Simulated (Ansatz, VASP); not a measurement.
## CuO (Tenorite) in VASP and in Ansatz

File INCAR:

```
PREC     = Accurate       # precision mode
ENCUT    = 520            # plane-wave cutoff, eV
EDIFF    = 1E-6           # SCF threshold, eV
ISMEAR   = -1             # smearing method
SIGMA    = 0.03           # smearing width, eV
LREAL    = F              # projectors in reciprocal space
LASPH    = T              # aspherical terms in the spheres
NELM     = 80             # most SCF steps
ALGO     = Normal         # electronic algorithm
ISIF     = 2              # what is computed and relaxed
LWAVE    = F              # write WAVECAR
LCHARG   = T              # write CHGCAR
GGA      = PS             # functional
LELF     = T              # ELF
LVHAR    = T            
NBANDS   = 25             # bands
```

The input KPOINTS:

```
regular mesh
0
Gamma
  6 6 3
```

POSCAR

```
CuO
1.0
    2.3446500000     -1.7134000000      0.0000000000
    2.3446500000      1.7134000000      0.0000000000
   -0.8605543552      0.0000000000      5.0594363927
Cu O
2 2
Direct
    0.4968000000      0.0032000000      0.5000000000
    0.0032000000      0.4968000000      0.0000000000
    0.4056000000      0.5714000000      0.7537000000
    0.5714000000      0.4056000000      0.2537000000
```

File input.yaml:

```yaml
crystal:
  lattice:
    - [2.34465, -1.7134, 0.0]
    - [2.34465, 1.7134, 0.0]
    - [-0.8605543552, 0.0, 5.0594363927]
  atoms:
    - { symbol: Cu, position: [0.4968, 0.0032, 0.5] }
    - { symbol: Cu, position: [0.0032, 0.4968, 0.0] }
    - { symbol: O, position: [0.4056, 0.5714, 0.7537] }
    - { symbol: O, position: [0.5714, 0.4056, 0.2537] }
kpoints:
  mp_grid: { grid: [6, 6, 3] }
scf:
  occupations: { method: fermi_dirac, width: 0.03 }
hamiltonian:
  xc: pbesol
  pseudopotentials: { kind: all_electron, lapw: { basis_error: 0.002 } }
output:
  forces: true
  stress: true
  eigenvalues: true
```

Alike in both runs: task single point; functional PBEsol; k mesh 6 × 6 × 3; occupations fermi-dirac, width 0.03 eV; no spin polarisation.

|  | VASP | Ansatz |
| --- | --- | --- |
| version | VASP 6.6.1 | Ansatz 0.2.0 |
| potentials or method | VASP PAW PBE potentials, release 64 (Cu, O) | all-electron LAPW, scalar-relativistic |
| plane-wave cutoff (eV) | 520 | see its input |

|  | VASP | Ansatz | Ansatz less VASP |
| --- | --- | --- | --- |
| gap on the k mesh at the Fermi level (eV) | none | none | - |
| pressure (GPa) | -2.0 | -2.7 | -0.65 |
| largest component of the traceless stress (GPa) | 1.83 | 2.16 | +0.328 |
| rms of the force components (eV/Å) | 0.415 | 0.408 | -0.0067 |

Atom by atom the forces differ by 0.020 eV/Å (rms over components). A gap of «none» marks a metal or a gap that the smearing closes. Ansatz ran all-electron here, so the differences hold the error of VASP's frozen core and of both bases.

Caveats: the k mesh is coarse (spacing up to 0.41 Å⁻¹), so the values aren't converged; the run has no spin polarisation, though such a crystal can be magnetic; semilocal functionals often make such compounds metallic where correlation or magnetic order opens a gap, which also shifts bond lengths; the PAW data sets were made with another functional, which shifts forces and pressure a little (VASP); the k mesh is thin for a metal, which can move the energy by tens of meV per atom (Ansatz).
